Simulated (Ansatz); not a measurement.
# InSb: frozen-core PAW against all-electron methods

```xyz
2
Lattice="0.0000 3.2391 3.2067 3.2391 0.0000 3.2067 3.2391 3.2391 0.0000" Properties=species:S:1:pos:R:3 pbc="T T T"
In    0.0000    0.0000    0.0000
Sb    4.8586    4.8586    4.8101
```

Atom numbers follow the list: In1, Sb2.

The cell is COD entry 9008853, as deposited and not checked against the literature; nothing was relaxed. The listed cell was then made from it by scaling, straining or moving an atom.

No spin–orbit coupling, which matters for the heavy atoms here.

Levels of theory: DFT, PBEsol, PAW with Ansatz's default frozen-core files, scalar-relativistic (Ansatz 0.2.0); DFT, PBEsol, all-electron LAPW, scalar-relativistic (Ansatz 0.2.0).

For PAW: a Γ-centred 9×9×9 k mesh, Fermi–Dirac smearing of 0.05 eV, cutoff 420 eV, no spin polarisation; the PAW files were made with PBE, and the program remakes their frozen cores for this functional. LAPW targets a basis error of 0.25 meV/atom. The Ansatz runs share mesh, smearing and spin set-up. Plane-wave (PAW) pressures include the program's estimate of the Pulay term.

Stress and pressure are positive in compression.

PAW results:

```
       quantity   PAW
 pressure (GPa)  1.33
stress xx (GPa)  1.24
stress zz (GPa)  1.51
```

Q: What does full-potential LAPW give for the same quantities?

A: 
```tsv
quantity	LAPW
pressure (GPa)	1.34
stress xx (GPa)	1.25
stress zz (GPa)	1.52
```
